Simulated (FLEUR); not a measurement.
## Ga: equation of state with r2SCAN

Crystal: Ga.

```
Ga
1.0
     2.77842    0.00000    0.00000
     0.00000    3.28161    0.00000
    -1.34343    0.00000    3.99027
Ga
2
Direct
  0.13460 0.75000 0.77017
  0.86540 0.25000 0.22983
```

This isn't the form of Ga at room conditions, which is orthorhombic.

```json
{
  "Program": "FLEUR MaX-R8.1 (later development tree)",
  "Task": "equation of state",
  "Functional": "r2SCAN",
  "Potentials or basis": "all-electron",
  "Basis": "FLAPW",
  "Kmax": "4.26 1/bohr",
  "k mesh": "10 × 8 × 7",
  "Occupations": "fermi-dirac, width 0.05 eV",
  "Spin": "no spin polarisation",
  "Gmax": "13.2 1/bohr",
  "Muffin-tin radii": "Ga 2.3 bohr",
  "lmax": "Ga 9",
  "lnonsphr": "Ga 9",
  "Local orbitals a species": "Ga 6"
}
```

```json
{"Equilibrium volume": "18.16 Å³/atom", "Bulk modulus at fixed shape and positions": "61 GPa"}
```

Energy against volume, from the lowest point:
```csv
volume (Å³/atom),energy (meV/atom)
17.100,13.27
17.463,5.49
18.191,0.00
18.919,5.51
19.283,11.65
```

Caveat: the meta-GGA is that of a development version, with a GGA for the radial functions and cores and without core tails; the cell was scaled at fixed shape and fractional positions, which overstates the stiffness of a crystal with free parameters, most of all of layers and chains.
